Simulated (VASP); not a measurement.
Given:

```yaml
crystal:
  lattice:
    - [0.00000, 3.08452, 3.08452]
    - [3.08452, 0.00000, 3.08452]
    - [3.08452, 3.08452, 0.00000]
  atoms:
    - { symbol: Al, position: [0.00000, 0.00000, 0.00000] }
    - { symbol: Sb, position: [0.25000, 0.25000, 0.25000] }
```

Method: HSEsol screened hybrid, VASP's PBE PAW potentials (set 64) (plane waves; VASP 6.6.1). Numerical set-up: 520 eV cut-off, 6×6×6 Γ-centred mesh, Gaussian smearing of 0.050 eV, potentials Al Sb.

Unless said otherwise, spin-orbit coupling is left out, though it shifts the bands of the heavy elements here.

Task: Predict the energy per atom (σ→0), pressure, band gap (on the k-mesh) with the smallest direct gap where there is one.

Result: 
band gap (on the k-mesh): 1.78 eV
smallest direct gap (on the k-mesh): 2.23 eV
energy per atom (σ→0): -5.128 eV/atom
pressure: -1.51 GPa

The absolute energy has meaning only against runs of the same code, potentials and settings.

The compound is AlSb in the zinc blende structure. This cell is one point of a volume scan, at 0.97 of the reference volume. The cell's shape comes from a PBE relaxation.
